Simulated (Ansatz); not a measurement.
**Sn: stress in a strained cell**

Sn is deformed so: equal xy, yz and zx engineering shear strains of +2 %. What stress and forces result, by LAPW, PAW and all-electron datasets made for the crystal?

Computed with Ansatz 0.2.0 (DFT LDA, scalar-relativistic, unless a step's input says otherwise).

## Step 1: The starting structure

Symmetry: I4_1/amd, No. 141, tetragonal system. The conventional cell has a = 5.832 Å, b = 5.832 Å, c = 3.181 Å, α = 90.00°, β = 90.00°, γ = 90.00°. Sn (site symmetry -4m2) is surrounded by 6 Sn at 3.02 to 3.18 Å.

As a file:

```cif
data_structure
_symmetry_space_group_name_H-M 'I4_1/amd:1'
_symmetry_Int_Tables_number 141
_cell_length_a 5.8317
_cell_length_b 5.8317
_cell_length_c 3.1813
_cell_angle_alpha 90.000
_cell_angle_beta 90.000
_cell_angle_gamma 90.000
_cell_volume 108.19
loop_
_atom_site_label
_atom_site_type_symbol
_atom_site_symmetry_multiplicity
_atom_site_Wyckoff_symbol
_atom_site_fract_x
_atom_site_fract_y
_atom_site_fract_z
_atom_site_occupancy
Sn1 Sn 4 a 0.00000 0.00000 0.00000 1
```

The file gives the conventional cell by its symmetry; the runs use the cell typed in the input.

Atoms are numbered in the order of the input: Sn1, Sn2.

## Step 2: The deformed structure

Space group I4_1/amd before, C2/c after.

## Step 3: Full-potential LAPW

Input file input.yaml:

```yaml
crystal:
  lattice:
    - [-2.870785, 2.902598, 1.59065]
    - [2.902598, -2.870785, 1.59065]
    - [2.929102, 2.929102, -1.532333]
  atoms:
    - { symbol: Sn, position: [0.0, 0.0, 0.0] }
    - { symbol: Sn, position: [0.75, 0.25, 0.5] }
kpoints:
  mp_grid: { grid: [15, 15, 10] }
  band_path:
    path:
      - [0.0, 0.0, 0.0]
      - [-0.5, 0.5, 0.0]
      - [-0.5, 0.5, -0.5]
      - [0.0, 0.0, -0.5]
      - [0.0, 0.0, 0.0]
      - [0.0, 0.5, -0.5]
      - [0.0, 0.0, 0.0]
      - [0.0, 0.5, 0.0]
    npoints: 5
scf:
  occupations: { method: fermi_dirac, width: 0.05 }
hamiltonian:
  xc: lda
  pseudopotentials: { kind: all_electron, lapw: { basis_error: 0.00025 } }
output:
  forces: true
  stress: true
  eigenvalues: true
```

Started as:

```sh
$ ansatz run input.yaml --threads 1 --pin off --max-ram 3072MiB --backend cpu --events-out ev --progress --plain --runs-dir out
```

## Step 4: Frozen-core PAW

Input file input.yaml:

```yaml
crystal:
  lattice:
    - [-2.870785, 2.902598, 1.59065]
    - [2.902598, -2.870785, 1.59065]
    - [2.929102, 2.929102, -1.532333]
  atoms:
    - { symbol: Sn, position: [0.0, 0.0, 0.0] }
    - { symbol: Sn, position: [0.75, 0.25, 0.5] }
kpoints:
  mp_grid: { grid: [15, 15, 10] }
scf:
  occupations: { method: fermi_dirac, width: 0.05 }
hamiltonian:
  xc: lda
  pseudopotentials: { kind: paw }
output:
  forces: true
  stress: true
  eigenvalues: true
  efg: { contact_densities: true }
  write_density: true
  write_potential: true
  elf: true
  volumetric_format: npy
```

## Step 5: Datasets made for this crystal

Changes to input.yaml since step 4:

```diff
@@ -14,3 +14,3 @@
   xc: lda
-  pseudopotentials: { kind: paw }
+  pseudopotentials: { kind: all_electron, datasets: crystal }
 output:
@@ -20,5 +20 @@
   efg: { contact_densities: true }
-  write_density: true
-  write_potential: true
-  elf: true
-  volumetric_format: npy
```

(Steps that only read results are left out.)

**Question.** What will these runs give? Wanted: pressure; largest shear or deviatoric stress.

**Answer**, as computed:

| quantity | value |
| --- | --- |
| pressure | LAPW -1.73, PAW -1.74, crystal datasets -1.73 GPa |
| largest shear or deviatoric stress (LAPW) | 0.68 GPa |

The largest part of the stress beyond the pressure is 0.68 GPa in size, in the zz component; the atoms are carried along and not relaxed. No run of the undeformed cell stands beside it, so the pressure holds what the given cell had before the change. PAW: stress within 0.01 GPa of LAPW, forces within 1 meV/Å. Crystal datasets: stress within 0.01 GPa of LAPW, forces within 1 meV/Å.
